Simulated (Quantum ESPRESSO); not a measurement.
The system is NaCl.

```xyz
2
Lattice="0.0000 2.7941 2.7941 2.7941 0.0000 2.7941 2.7941 2.7941 0.0000" Properties=species:S:1:pos:R:3 pbc="T T T"
Cl    2.7941    2.7941    2.7941
Na    0.0000    0.0000    0.0000
```

The cell is a database's computed one.

* Program: Quantum ESPRESSO 7.5
* Task: phonons and Raman activities
* Functional: LDA
* Potentials or basis: PseudoDojo 0.4.1 SR LDA standard
* Cutoff: 1197 eV
* Density cutoff: 4789 eV
* k mesh: 4 × 4 × 4, shifted
* Occupations: fermi-dirac, width 0.05 eV
* Spin: no spin polarisation
* Form of the LDA correlation: PW92
* Mixing beta: 0.5
* Most SCF iterations: 120
* SCF threshold: 4e-10 Ry

The cell and the atoms were relaxed first, to 20.41 Å³/atom (a = 3.865 Å, b = 3.865 Å, c = 3.865 Å, α = 60.00°, β = 60.00°, γ = 60.00°), and the response was taken there.

The first run showed a gap, so the response started from a second, tighter run with fixed occupations.

How polar is the lattice: what are the Born charges, the two dielectric constants and the LO-TO splitting?

Born charges ±1.07 e; dielectric constants 2.68 (electrons alone) and 5.48 (static); transverse and longitudinal modes at 189 and 270 cm⁻¹.
